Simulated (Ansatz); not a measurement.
# CaSe (Fm-3m): how far a G0W0 gap depends on its settings

How well converged is a G0W0 gap of CaSe built on the database structure prototype?

The runs shown are made with Ansatz 0.2.0. G0W0, plane waves. Calculated at 0 K for a non-magnetic cell.

**1. The cell**

The cell was relaxed beforehand with r2SCAN.

Space group Fm-3m (No. 225), cubic; a = 5.935 Å in the conventional setting, 26.13 Å³ an atom. Ca has 6 Se at 2.97 Å; Se has 6 Ca at 2.97 Å.

The structure in full:

Space group Fm-3m (No. 225). a = 5.935 Å, b = 5.935 Å, c = 5.935 Å, α = 90.00°, β = 90.00°, γ = 90.00°
| atom | site | symmetry | x | y | z |
| --- | --- | --- | --- | --- | --- |
| Ca | 4a | m-3m | 0.0000 | 0.0000 | 0.0000 |
| Se | 4b | m-3m | 0.5000 | 0.0000 | 0.0000 |

**2. 156 empty bands, 120 eV**

File input.yaml:

```yaml
crystal:
  lattice:
    - [0.0, 2.9675264115, 2.9675264115]
    - [2.9675264115, 0.0, 2.9675264115]
    - [2.9675264115, 2.9675264115, 0.0]
  atoms:
    - { symbol: Ca, position: [0.0, 0.0, 0.0] }
    - { symbol: Se, position: [0.5, 0.5, 0.5] }
kpoints:
  mp_grid: { grid: [6, 6, 6] }
hamiltonian:
  xc: pbe
scf:
  occupations: { method: fixed }
gw:
  n_empty_bands: 156
  ecut_chi: 120
  qp_bands: [v2, c2]
  qp_kpoints: band_edges
  screening: { model: contour_deformation }
```

**3. 387 empty bands, 220 eV**

Changes to input.yaml since step 2:

```diff
@@ -15,4 +15,4 @@
 gw:
-  n_empty_bands: 156
-  ecut_chi: 120
+  n_empty_bands: 387
+  ecut_chi: 220
   qp_bands: [v2, c2]
```

**4. 711 empty bands, 300 eV**

Changes to input.yaml since step 3:

```diff
@@ -15,4 +15,4 @@
 gw:
-  n_empty_bands: 387
-  ecut_chi: 220
+  n_empty_bands: 711
+  ecut_chi: 300
   qp_bands: [v2, c2]
```

**5. Starting from HSE06**

Changes to input.yaml since step 4:

```diff
@@ -11,3 +11,3 @@
 hamiltonian:
-  xc: pbe
+  xc: hse06
 scf:
@@ -15,4 +15,4 @@
 gw:
-  n_empty_bands: 711
-  ecut_chi: 300
+  n_empty_bands: 387
+  ecut_chi: 220
   qp_bands: [v2, c2]
```

**6. Starting from r2SCAN**

Changes to input.yaml since step 5:

```diff
@@ -11,3 +11,3 @@
 hamiltonian:
-  xc: hse06
+  xc: r2scan
 scf:
```

**7. Starting from PBE0**

Changes to input.yaml since step 6:

```diff
@@ -11,3 +11,3 @@
 hamiltonian:
-  xc: r2scan
+  xc: pbe0
 scf:
```

**8. A plasmon pole in place of the full frequency dependence**

Changes to input.yaml since step 7:

```diff
@@ -11,3 +11,3 @@
 hamiltonian:
-  xc: pbe0
+  xc: pbe
 scf:
@@ -19,2 +19,2 @@
   qp_kpoints: band_edges
-  screening: { model: contour_deformation }
+  screening: { model: godby_needs }
```

**9. A finer mesh, 8×8×8**

Changes to input.yaml since step 8:

```diff
@@ -9,3 +9,3 @@
 kpoints:
-  mp_grid: { grid: [6, 6, 6] }
+  mp_grid: { grid: [8, 8, 8] }
 hamiltonian:
@@ -15,6 +15,6 @@
 gw:
-  n_empty_bands: 387
-  ecut_chi: 220
+  n_empty_bands: 84
+  ecut_chi: 80
   qp_bands: [v2, c2]
   qp_kpoints: band_edges
-  screening: { model: godby_needs }
+  screening: { model: contour_deformation }
```

**10. Norm-conserving pseudopotentials**

Changes to input.yaml since step 9:

```diff
@@ -9,5 +9,6 @@
 kpoints:
-  mp_grid: { grid: [8, 8, 8] }
+  mp_grid: { grid: [6, 6, 6] }
 hamiltonian:
   xc: pbe
+  pseudopotentials: { kind: nc }
 scf:
@@ -15,4 +16,4 @@
 gw:
-  n_empty_bands: 84
-  ecut_chi: 80
+  n_empty_bands: 387
+  ecut_chi: 220
   qp_bands: [v2, c2]
```

**Question.** What will these runs give? Wanted: for each run, start; potentials; frequencies; empty bands; cutoff; Kohn-Sham gap; G0W0 gap.

The runs gave:

| start | potentials | frequencies | empty bands | cutoff (eV) | mesh | Kohn-Sham gap (eV) | G0W0 gap (eV) |
| --- | --- | --- | --- | --- | --- | --- | --- |
| PBE | PAW | full | 156 | 120 | 6×6×6 | 2.06 | 3.68 |
| PBE | PAW | full | 387 | 220 | 6×6×6 | 2.06 | 3.79 |
| PBE | PAW | full | 711 | 300 | 6×6×6 | 2.06 | 3.83 |
| HSE06 | PAW | full | 387 | 220 | 6×6×6 | 3.00 | 4.14 |
| r2SCAN | PAW | full | 387 | 220 | 6×6×6 | 2.52 | 4.01 |
| PBE0 | PAW | full | 387 | 220 | 6×6×6 | 3.68 | 4.35 |
| PBE | PAW | pole | 387 | 220 | 6×6×6 | 2.06 | 3.75 |
| PBE | PAW | full | 84 | 80 | 8×8×8 | 2.06 | 3.55 |
| PBE | NC | full | 387 | 220 | 6×6×6 | 2.06 | 3.71 |

Gaps are those on each run's own mesh.

**Reading.** With bands and cutoff raised together, from 156 bands at 120 eV to 711 at 300 eV, the gap moves by +0.15 eV, and on the last rung by +0.03 eV; extrapolated in 1/N from the last two rungs, the limit on this k mesh would lie near 3.9 eV. The starting point matters: against PBE, HSE06 gives +0.35 eV, r2SCAN gives +0.21 eV, PBE0 gives +0.55 eV. The plasmon pole changes the gap by -0.044 eV. Norm-conserving potentials change it by -0.089 eV.
